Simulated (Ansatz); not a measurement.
A run of Ansatz 0.2.0 is set up as follows.

input.yaml

```yaml
crystal:
  lattice:
    - [0.0, 2.8338, 2.8338]
    - [2.8338, 0.0, 2.8338]
    - [2.8338, 2.8338, 0.0]
  atoms:
    - { symbol: Se, position: [0.75, 0.75, 0.75] }
    - { symbol: Zn, position: [0.0, 0.0, 0.0] }
hamiltonian:
  xc: lda
  pseudopotentials: { kind: paw }
kpoints:
  mp_grid: { grid: [8, 8, 8] }
  band_path:
    path:
      - [[0.0, 0.0, 0.0], [0.5, 0.0, 0.5], [0.5, 0.25, 0.75], [0.375, 0.375, 0.75], [0.0, 0.0, 0.0], [0.5, 0.5, 0.5], [0.625, 0.25, 0.625], [0.5, 0.25, 0.75], [0.5, 0.5, 0.5], [0.375, 0.375, 0.75]]
      - [[0.625, 0.25, 0.625], [0.5, 0.0, 0.5]]
    npoints: 14
scf:
  occupations: { method: fermi_dirac, width: 0.05 }
  n_extra_bands: 6
output:
  forces: true
  stress: true
  eigenvalues: true
  fatbands: true
```

Potentials or basis: Ansatz PAW.

Run with:

```bash
$ ansatz run input.yaml --threads 2 --pin off --max-ram 5632MiB --backend cpu --events-out ev --progress --plain --runs-dir out
```

(1) What does it give for the band gap on the k mesh?

(2) Predict the pressure.

(3) Predict the band gap along the path.

Answers

(1) 1.03 eV, direct.

(2) -3.4 GPa.

(3) 1.03 eV, direct.

Caveat: the PAW data sets come from PBE, with cores solved anew for the run's functional, which leaves a small shift of forces and pressure.

**Measured values to compare with.**

“Alloy Disordering Effects on the Thermal Conductivity and Energy Gap Temperature Dependence of Cd1−xZnxSe Ternary Crystals Grown by the Bridgman Method”, 2023, pmc:10253836 reports, for a bulk crystal of ZnSe at 300 K: band gap 2.695 ± 0.003 eV (an exciton energy, a little under the gap).

A measured gap of ZnSe is 2.695 eV (an exciton energy, a little under the gap; 300 K; “Alloy Disordering Effects on the Thermal Conductivity and Energy Gap Temperature Dependence of Cd1−xZnxSe Ternary Crystals Grown by the Bridgman Method”, 2023, pmc:10253836); the calculated 1.03 eV misses it by -1.66 eV. So large a miss can be the level of theory's own, or it may mean another phase, state or a wrong row. Spin-orbit coupling on Se is left out. The value is that of LDA, without temperature or zero-point motion. Semilocal functionals fall short of measured gaps as a rule.
